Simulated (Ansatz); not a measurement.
# HgTe (Coloradoite) (F-43m) in Ansatz: convergence with ecutfock ratio

Aim: find how far ecutfock ratio must go before the results for HgTe (Coloradoite) settle, at PBE0. This setting moves, with any that are tied to it; all else stays.

Program: Ansatz 0.2.0. These are calculated values, not measurements. Logs are shortened: lines on timing, memory, paths and dates and some standing lists are left out, and cuts for length are marked.

## (1) The crystal as given

Symmetry: F-43m, No. 216, cubic system. The conventional cell has a = 6.429 Å, b = 6.429 Å, c = 6.429 Å, α = 90.00°, β = 90.00°, γ = 90.00°. Around Hg (site symmetry -43m) lie 4 Te at 2.78 Å. Te (site symmetry -43m) has 4 Hg at 2.78 Å as nearest neighbours.

## (2) With ecutfock ratio 1

input.yaml

```yaml
crystal:
  lattice:
    - [0.0, 3.2145, 3.2145]
    - [3.2145, 0.0, 3.2145]
    - [3.2145, 3.2145, 0.0]
  atoms:
    - { symbol: Hg, position: [0.0, 0.0, 0.0] }
    - { symbol: Te, position: [0.75, 0.75, 0.75] }
hamiltonian:
  xc: pbe0
  pseudopotentials: { kind: paw }
kpoints:
  mp_grid: { grid: [4, 4, 4] }
scf:
  occupations: { method: fermi_dirac, width: 0.05 }
  exx: { ecutfock_ratio: 1 }
output:
  forces: true
  stress: true
  eigenvalues: true
```

Potentials or basis: Ansatz PAW.

The run is started by

```sh
$ ansatz run input.yaml --threads 2 --pin off --max-ram 5632MiB --backend cpu --events-out ev --progress --plain --runs-dir out
```

Run time: 44 s. Hardware: 2 threads of Intel Xeon at 2.50GHz (Skylake/Cascade Lake), shared host; peak memory 0.75 GiB.

What came out:

```
Free energy            : -20797.5828 eV
Pressure               : 3.1 GPa
Band gap on the k mesh : 0.72 eV, direct
```

## (3) With ecutfock ratio 2

input.yaml: that of step 2 with these lines changed.

```diff
@@ -15,3 +15,3 @@
   occupations: { method: fermi_dirac, width: 0.05 }
-  exx: { ecutfock_ratio: 1 }
+  exx: { ecutfock_ratio: 2 }
 output:
```

Potentials or basis: Ansatz PAW.

The run is started by

```sh
$ ansatz run input.yaml --threads 2 --pin off --max-ram 5632MiB --backend cpu --events-out ev --progress --plain --runs-dir out
```

Wall time 54 s (2 threads of Intel Xeon at 2.50GHz (Skylake/Cascade Lake), shared host); peak memory 0.88 GiB.

Results:

| Quantity | Value |
| --- | --- |
| Free energy | -20797.6826 eV |
| Pressure | 3.1 GPa |
| Band gap on the k mesh | 0.72 eV, direct |

## (4) With ecutfock ratio 3

input.yaml: that of step 3 with these lines changed.

```diff
@@ -15,3 +15,3 @@
   occupations: { method: fermi_dirac, width: 0.05 }
-  exx: { ecutfock_ratio: 2 }
+  exx: { ecutfock_ratio: 3 }
 output:
```

The run is started by

```sh
$ ansatz run input.yaml --threads 2 --pin off --max-ram 5632MiB --backend cpu --events-out ev --progress --plain --runs-dir out
```

Run time: 60 s. Hardware: 2 threads of Intel Xeon at 2.50GHz (Skylake/Cascade Lake), shared host; peak memory 0.92 GiB.

Results (log left out):

```yaml
Free_energy: -20797.6826 eV
Pressure: 3.1 GPa
Band_gap_on_the_k_mesh: 0.72 eV, direct
```

## (5) With ecutfock ratio 4

input.yaml: that of step 4 with these lines changed.

```diff
@@ -15,3 +15,3 @@
   occupations: { method: fermi_dirac, width: 0.05 }
-  exx: { ecutfock_ratio: 3 }
+  exx: { ecutfock_ratio: 4 }
 output:
```

Potentials or basis: Ansatz PAW.

The run is started by

```sh
$ ansatz run input.yaml --threads 2 --pin off --max-ram 5632MiB --backend cpu --events-out ev --progress --plain --runs-dir out
```

Output:

```text
Warning: output.stress: scf.convergence.dr2_threshold = 1e-7 eV (the SCF's general default) is looser than the 2e-10 eV advised for a printed stress (1e-10 eV for each atom of the cell: 2). What an SCF threshold leaves in a stress goes as its square root, and in the free energy as the threshold itself, and one threshold admits the most on a small cell: of the crystals measured, under no hybrid functional and no lock of the moments, on runs that ended without the residual-converged pass, on stresses that held no estimate of that error, the worst erred by over 100 MPa in a component at 1e-7 eV an atom and by under 5 at 1e-10. Set scf.convergence.dr2_threshold to 2e-10 eV or tighter. The threshold is an SCF's pass mark: one that does not reach it within its budget of iterations ends unconverged, or closes short of it on a stop that the run arms, and scf.convergence.dr2_threshold's page says what that costs each kind of run
Warning: output.stress: scf.exx.energy_threshold = 1e-6 eV is looser than the 2e-8 eV advised for a stress under a hybrid functional (1e-8 eV for each atom of the cell: 2). Every SCF of the exchange loop can meet its threshold on dr2 while the loop round them stops early: no threshold on dr2 bounds what that leaves in the stress. Set scf.exx.energy_threshold to 2e-8 eV or tighter. The threshold is the loop's pass mark: a loop that does not reach it within its budget of cycles ends unconverged, and scf.exx.energy_threshold's page has the law
Warning: RAYON_NUM_THREADS=2 ignored (pool sized by the plan → 2); use --threads N
Engine: ansatz 0.2.0, x86_64-unknown-linux-gnu
Pseudopotentials: kind: paw
Pseudopotential: Hg, paw, valence charge 20, recommended cutoff 420 eV (normal), Hg.paw.azcp
Pseudopotential: Te, paw, valence charge 16, recommended cutoff 420 eV (normal), Te.paw.azcp
Functional definition: PBE0
  parameter a = 0.25
  parameter kappa = 0.804
  parameter beta = 0.06672455060314922
  exchange = (1 - a)*pbe_x(kappa = kappa, mu = beta*pi^2/3) + a*exact_x
  correlation = pbe_c(beta = beta)
Crystal: 2 atoms, lattice volume = 66.431 Å³
Basis set: ecut = 420 eV, 1291 PW (Γ), exchange–correlation on 64×64×64 points (8 copies of the dense FFT grid, shifted against one another)
Bands: 22, of which v1, the nominal top of the filled ones, is band 18 counted from 1 (17 counted from 0)
Symmetry: 24 space group operations
Space group: F-43m (ITA 216), of the structure as read, at distance tolerance 4.1e-5 Å
k-points: 8 of 64 (time reversal used)
Non-local potential: Hg, projectors of the file, l = 0: 3, l = 1: 2, l = 2: 2, l = 3: 1
Non-local potential: Te, projectors of the file, l = 0: 2, l = 1: 2, l = 2: 2, l = 3: 2
PAW form: soft (Blöchl's): semilocal exchange-correlation on the pseudo side does not see the compensation charge
PAW frozen core: Hg, regenerated for the run's functional, and the local potential with it (the file was generated under x = pbe(κ = 0.804, μ = 0.2195149727645171), c = pbe(β = 0.06672455060314922))
PAW frozen core: Te, regenerated for the run's functional, and the local potential with it (the file was generated under x = pbe(κ = 0.804, μ = 0.2195149727645171), c = pbe(β = 0.06672455060314922))
PAW one-centre angular grid: Hg, 590 points (default); XC on 64 Gauss nodes
PAW one-centre angular grid: Te, 590 points (default); XC on 64 Gauss nodes
Initial density: superposition of atomic densities (neutral atoms: chi_scale 0, normalization atom), corrected by the library's trained network
Initial wavefunctions: pseudopotential atomic-orbital guess
Functional: x = pbe(κ = 0.804, μ = 0.2195149727645171), c = pbe(β = 0.06672455060314922), warm-up for x = 0.75 pbe(κ = 0.804, μ = 0.2195149727645171) + 0.25 exact, c = pbe(β = 0.06672455060314922)
[... 43 lines left out ...]
SCF iter   6: F=—  HF=-20797.682580 eV  |F-HF|=—  |Δ(HF+E_count)|=   7.28e-9  Δρ=2.23e-7  dr2=1.76e-9  ethr=1.64e-12 (applied; sched 1.20e-12)  ⟨swp⟩=4.1  Hψ=510  notcnv=0
Mixer restart at iter 6: flushing history
SCF iter   7: F=—  HF=-20797.682580 eV  |F-HF|=—  |Δ(HF+E_count)|=   8.22e-9  Δρ=8.82e-7  dr2=8.12e-10  ethr=1.46e-12 (applied; sched 1.00e-12)  ⟨swp⟩=4.0  Hψ=459  notcnv=0
SCF iter   8: F=—  HF=-20797.682580 eV  |F-HF|=—  |Δ(HF+E_count)|=  1.02e-10  Δρ=2.82e-7  dr2=7.07e-11  ethr=1.29e-12 (applied; sched 1.00e-12)  ⟨swp⟩=3.1  Hψ=394  notcnv=0
SCF iter   9: F=—  HF=-20797.682580 eV  |F-HF|=—  |Δ(HF+E_count)|=  1.09e-11  Δρ=1.51e-7  dr2=2.11e-11  ethr=1.07e-12 (applied; sched 1.00e-12)  ⟨swp⟩=2.9  Hψ=334  notcnv=0
SCF iter  10: F=-20797.682580 eV  HF=-20797.682580 eV  |F-HF|=0.00e0  |Δ(HF+E_count)|=  7.28e-12  Δρ=2.98e-8  dr2=5.95e-13  ethr=1.02e-12 (applied; sched 1.00e-12)  ⟨swp⟩=2.0  Hψ=321  notcnv=0
SCF 4 converged in 10 iterations: F = -20797.682580 eV  dr2 = 5.95e-13
  Residual-converged pass: ⟨swp⟩=4.1  Hψ=539  notcnv=0  max |occ|·‖R‖ = 9.7e-9 eV (tolerance 1.0e-8 eV)  dr2=7.08e-13  dr2_onsite=6.39e-14  max |Δocc| = 8.9e-16
hybrid outer 3: dexx = +6.407e-8 eV, tail = 8.18e-9 eV, Δε = 1.64e-3 eV (about 4.73e-5 eV left of the loop's levels)
hybrid SCF converged: 3 outer / 22 inner (+7 warm-up), last move |dexx| = 6.41e-8 eV, tail = 8.18e-9 eV
Stability not checked: this state was not tested for a lower state beside it, because the functional holds exact exchange (a hybrid, or Hartree-Fock), whose exchange loop this test does not read (fock_operator; see scf.lower_state_search)
Free energy (F): -20797.682580 eV
Frozen-core exchange: fock
Harris-Foulkes:  -20797.682580 eV  (|F-HF|=0.00e0)
Internal energy: -20797.682547 eV  (E = F + TS)
E sigma→0 (E₀):  -20797.682563 eV
Entropy (-TS):   -0.000034 eV (-0.017 meV/atom)
Fermi energy:    8.639182 eV
--- Per-component energies (eV) ---
  E_band       = -861.849662
  E_kinetic    = 784.325751
  E_local      = -4770.557407  (includes V_loc(G=0)·N_el)
  E_nonlocal   = -236.275383
  E_hartree    = 2325.767789
  E_xc         = -265.557051
  E_vxc        = -282.459937  (∫ρ·V_xc dr)
  E_exx        = -138.027073  (= α·E_x^exact, valence–valence)
  E_paw        = -14552.286515  (= ΣΔE_a)
  E_vpaw       = -732.365014  (= ΣTr[D̂ρ^β])
  E_aug_tail   = 0.000757  (compensation charges beyond the density's cutoff)
  E_ewald      = -3943.057611
  E_core_change = -2.015804  (= ΣΔE_core)
  E_smearing   = -0.000034  (= −TS)
  E_closure    = -0.000000  (closes the sum)
  Σ components = -20797.682580   (vs F -20797.682580, Δ=-3.64e-12)
--- Forces (eV/Å), atoms counted from 1 ---
  atom   1  Hg    -0.00000000     0.00000000    -0.00000000
  atom   2  Te     0.00000000    -0.00000000    -0.00000000
  max |Σ_I F_I| component: 1.39e-16 eV/Å
--- Stress (GPa, compression-positive) ---
        3.135110       0.000000      -0.000000
       -0.000000       3.135110       0.000000
       -0.000000       0.000000       3.135110
  P = ⅓ Tr σ = 3.1351 GPa (31.351 kbar)
--- Band table (eV; the first three rows and the last of 8) ---
  k-point 0: bands = ["-111.5954", "-58.8042", "-58.8042", "-58.8042", "-30.8945", "-30.8945", "-30.8945", "-30.8831", "-30.8831", "-4.9975", "-0.4212", "-0.4212", "-0.4212", "0.1363", "0.1363", "8.2526", "8.2526", "8.2526", "8.9708", "13.8890", "13.8890", "13.8890"]
  k-point 1: bands = ["-111.5954", "-58.8042", "-58.8042", "-58.8038", "-30.8947", "-30.8945", "-30.8945", "-30.8830", "-30.8830", "-4.6863", "-0.3475", "-0.3475", "-0.2143", "0.1341", "0.1341", "4.6230", "7.6367", "7.6367", "10.5031", "14.5956", "14.5956", "14.6729"]
  k-point 2: bands = ["-111.5954", "-58.8041", "-58.8041", "-58.8035", "-30.8948", "-30.8944", "-30.8944", "-30.8828", "-30.8828", "-4.3455", "-0.2899", "-0.2899", "0.1551", "0.1551", "0.5275", "2.1565", "7.1255", "7.1255", "10.3277", "14.7568", "14.7568", "16.5874"]
  k-point 7: bands = ["-111.5954", "-58.8041", "-58.8038", "-58.8034", "-30.8950", "-30.8946", "-30.8941", "-30.8828", "-30.8827", "-4.1249", "-0.1764", "-0.1422", "0.0778", "0.1068", "0.8853", "2.1598", "5.2596", "5.3476", "13.0083", "14.2589", "15.1121", "15.8576"]
```

Wall time 53 s (2 threads of Intel Xeon at 2.50GHz (Skylake/Cascade Lake), shared host); peak memory 0.92 GiB.

Results:

```
Free energy            : -20797.6826 eV
Pressure               : 3.1 GPa
Band gap on the k mesh : 0.72 eV, direct
```

## (6) Result

```tsv
ecutfock ratio	energy less the tightest run, at zero smearing (meV/atom)	SCF cycles	CPU time (s)	peak memory (GiB)
1	49.91	28	58	0.75
2	-0.01	28	71	0.88
3	0.00	29	76	0.92
4	0.00	29	76	0.92
```

Against the tightest run, the energy stays within 1 meV/atom from 2 on. The tightest run that finished is the yardstick and may itself not be fully converged.

Caveats: all runs use coarse meshes; spin-orbit coupling is left out, which moves the levels of the heavy elements; the PAW data sets come from PBE, with cores solved anew for the run's functional, which leaves a small shift of forces and pressure; the thresholds are loose for stress.
